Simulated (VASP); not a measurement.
**CdGeAs2 under changes of volume**

One of the cells (25.330 Å³/atom); the others are scaled copies at fixed shape and fractional positions:

```
Cd As Ge
1.0
    -2.99217    2.99217    5.65843
     2.99217   -2.99217    5.65843
     2.99217    2.99217   -5.65843
Cd As Ge
2 4 2
Direct
  0.50000 0.50000 0.00000
  0.25000 0.75000 0.50000
  0.09842 0.12500 0.47342
  0.37500 0.90158 0.02658
  0.65158 0.62500 0.52658
  0.87500 0.34842 0.97342
  0.75000 0.25000 0.50000
  0.00000 0.00000 0.00000
```

The cell is a database's computed one.

* Program: VASP 6.6.1
* Functional: PBE
* Dispersion: D3(BJ)
* Potentials or basis: VASP PAW PBE potentials, release 64 (Cd, As, Ge_d)
* Cutoff: 520 eV
* k mesh: 6 × 6 × 6
* Occupations: gaussian, width 0.02 eV
* Spin: no spin polarisation

| volume (Å³/atom) | energy over the lowest point (meV/atom) | pressure (GPa) | gap on the mesh (eV) | largest force (eV/Å) |
| --- | --- | --- | --- | --- |
| 24.317 | 7.69 | 2.6 | 0.10 | 0.035 |
| 24.824 | 1.75 | 1.2 | 0.20 | 0.019 |
| 25.330 | 0.00 | -0.1 | 0.20 | 0.004 |
| 25.837 | 1.97 | -1.2 | 0.19 | 0.011 |
| 26.343 | ? | ? | ? | ? |

Q: What does the run at 26.343 Å³/atom give?

A: Energy over the lowest point 7.27 meV/atom; pressure -2.2 GPa; gap on the mesh 0.18 eV; largest force 0.025 eV/Å.

Worked out: A Birch-Murnaghan fit of order 2 (a polynomial in V^(-2/3)) to the other rows has its minimum at 25.31 Å³/atom with B0 = V·E''(V) = 60 GPa at fixed shape and positions, which overstates the stiffness. It gives 7.35 meV/atom at 26.343 Å³/atom, against the run's 7.27, and -dE/dV = -2.2 GPa, against -2.2.

Energies are extrapolated to zero smearing.

A mesh can miss the band edges. Spin-orbit coupling on As, Cd, Ge is left out.
